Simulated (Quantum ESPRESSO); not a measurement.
Runs of Quantum ESPRESSO 7.5 on CoO. The structure is cubic, space group Fm-3m (No. 225). Conventional cell: a = 4.263 Å, b = 4.263 Å, c = 4.263 Å, α = 90.00°, β = 90.00°, γ = 90.00°. Co (site symmetry m-3m) is surrounded by 6 O at 2.13 Å. O (site symmetry m-3m) is surrounded by 6 Co at 2.13 Å. 

```tsv
task	level	potentials or basis	cell	form of the LDA correlation	gap on the mesh (eV)	pressure (GPa)	moment (μB)
single point	PBEsol	GBRV 1.5 PBEsol	atoms moved at random, drawn with an rms of 0.05 Å	-	none	-10.5	2.99
single point	PBEsol	GBRV 1.5 PBEsol	as given	-	none	-10.7	2.99
band structure	PBEsol	GBRV 1.5 PBEsol	as given	-	none	-10.7	2.99
band structure	LDA	GBRV 1.5 LDA	as given	PZ81	none	(a)	2.96
```

Alike in all rows: spin collinear, ferromagnetic start; k mesh 11 × 11 × 11; cutoff (eV) 762; smearing fermi-dirac 0.05 eV.

Task: Fill in the values left out.

Result: (a) -18.5.

Caveats: a cell with one magnetic atom can't hold antiferromagnetic order, which such compounds often take; semilocal functionals often make such compounds metallic where correlation or magnetic order opens a gap, which also shifts bond lengths; so large a pressure means that the cell lies far from this level's equilibrium, or that cutoff or potentials fall short (some runs).

A gap of «none» marks a metal or a gap under the smearing width.
